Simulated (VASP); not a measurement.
## VASP 6.6.1 run: SrO

INCAR

```
LWAVE = .FALSE.
LASPH = .TRUE.
GGA = PE
EDIFF = 1E-7
LCHARG = .FALSE.
NELM = 80
SIGMA = 0.02
ISMEAR = -1
NSW = 0
ISIF = 2
PREC = Accurate
ENCUT = 520
LREAL = .FALSE.
IBRION = -1
ISYM = -1
NBANDS = 15
```

KPOINTS

```
KPOINTS created by Atomic Simulation Environment
0
Gamma
4 4 4
0 0 0
```

POSCAR

```
Sr O
 1.0000000000000000
    -0.0193491924750000    2.5798923271250001    2.5798923271248126
     2.5798923271250001   -0.0193491924750000    2.5798923271248126
     2.5605431347000001    2.5605431347000001    0.0000000000496251
 Sr  O
   1   1
Cartesian
  0.0000000000000000  0.0000000000000000  0.0000000000000000
  2.5605431346750001  2.5605431346750001  2.5798923271496257
```

The recommended PBE PAW datasets give the neutral cell 16 valence electrons.

Command

```
mpirun -np 1 vasp_std
```

**Question.** Predict the outcome of this run.

**Answer.** It converged. Results: gap between bands v and c on the k mesh 3.25 eV; least direct gap on the k mesh 3.34 eV; pressure 2.4 GPa. Band v is the last that the valence electrons fill when counted band by band, and c is the next.

OSZICAR

```
N       E                     dE             d eps       ncg     rms          rms(c)
DAV:   1     0.693473276656E+02    0.69347E+02   -0.84445E+03  1920   0.104E+03
DAV:   2    -0.112037339715E+02   -0.80551E+02   -0.73815E+02  2728   0.220E+02
DAV:   3    -0.141889420538E+02   -0.29852E+01   -0.29726E+01  2469   0.389E+01
DAV:   4    -0.142461986529E+02   -0.57257E-01   -0.57250E-01  2362   0.519E+00
DAV:   5    -0.142475141454E+02   -0.13155E-02   -0.13155E-02  2439   0.616E-01    0.162E+01
DAV:   6    -0.121919621488E+02    0.20556E+01   -0.67503E+00  1920   0.193E+01    0.191E+01
DAV:   7    -0.120520359381E+02    0.13993E+00   -0.30947E-01  2109   0.480E+00    0.111E+01
DAV:   8    -0.120410913239E+02    0.10945E-01   -0.11679E-01  2235   0.340E+00    0.411E-01
DAV:   9    -0.120424650733E+02   -0.13737E-02   -0.57469E-03  2453   0.472E-01    0.230E-01
DAV:  10    -0.120429414300E+02   -0.47636E-03   -0.44024E-04  2004   0.195E-01    0.938E-02
DAV:  11    -0.120430963851E+02   -0.15496E-03   -0.15365E-04  1976   0.903E-02    0.290E-02
DAV:  12    -0.120431132120E+02   -0.16827E-04   -0.27740E-05  2004   0.383E-02    0.316E-02
DAV:  13    -0.120431134186E+02   -0.20658E-06   -0.18051E-06  2109   0.117E-02    0.323E-03
DAV:  14    -0.120431133376E+02    0.80970E-07   -0.14076E-07  2475   0.286E-03
   1 F= -.12043113E+02 E0= -.12043113E+02  d E =-.911304E-12
```

For comparison, a separate PBE run of the intended cell, on usual settings and not on those above, gives a gap of 3.25 eV on its mesh and a pressure of 2.4 GPa.
